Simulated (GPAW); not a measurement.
A run of GPAW 26.7.0 is set up as follows.

run.py

```python
from ase.calculators.vdwcorrection import vdWTkatchenko09prl
from ase.dft.bandgap import bandgap
from ase.io import read, write
from gpaw import GPAW
from gpaw.analyse.hirshfeld import HirshfeldPartitioning
from gpaw.analyse.vdwradii import vdWradii
from gpaw.mpi import world

atoms = read('POSCAR')

calc = GPAW(mode='lcao',
            h=0.16,
            basis='dzp',
            xc='PBE',
            kpts={'size': (8, 8, 8), 'gamma': True},
            occupations={'name': 'fermi-dirac', 'width': 0.05},
            convergence={'density': 1e-05, 'energy': 1e-05},
            maxiter=150,
            legacy_gpaw=True,
            txt='gpaw.txt')
atoms.calc = calc
energy = atoms.get_potential_energy()
forces = atoms.get_forces()
calc.write('gs.gpw')
write('result.traj', atoms)
print(f'Energy: {energy:.6f} eV')
print('Forces (eV/A):')
print(forces.round(4))
print('Fermi level:', round(calc.get_fermi_level(), 4), 'eV')
print(f'Gap: {bandgap(calc)[0]:.4f} eV, direct: {bandgap(calc, direct=True)[0]:.4f} eV')

hirshfeld = HirshfeldPartitioning(calc)
print('Hirshfeld volume ratios:', *hirshfeld.get_effective_volume_ratios().round(4))
atoms.calc = vdWTkatchenko09prl(hirshfeld, vdWradii(atoms.get_chemical_symbols(), 'PBE', world=world), Rmax=15.0, txt='-')
total = atoms.get_potential_energy()
print(f'Energy with TS dispersion: {total:.6f} eV, dispersion {total - energy:.6f} eV')
print('Forces with TS dispersion:', *atoms.get_forces().round(5).ravel())
```

Contents of POSCAR:

```
Si
1.0
    0.0000000000      2.7218511865      2.7218511865
    2.7218511865      0.0000000000      2.7218511865
    2.7218511865      2.7218511865      0.0000000000
Si
2
Direct
    0.5000000000      0.5000000000      0.5000000000
    0.7500000000      0.7500000000      0.7500000000
```

Potentials or basis: GPAW PAW data sets (gpaw-data 1.2.1), lcao:dzp.

Run with:

```console
$ OMP_NUM_THREADS=1 python run.py
```

(1) Estimate the dispersion energy per atom.

(2) Estimate the band gap on the k mesh.

Results:

(1) -0.294 eV.

(2) 0.69 eV, indirect (least direct gap 2.64 eV).

Caveat: the real-space grid adds noise to forces; the basis of atomic orbitals isn't converged, which shifts pressures, moduli and gaps.
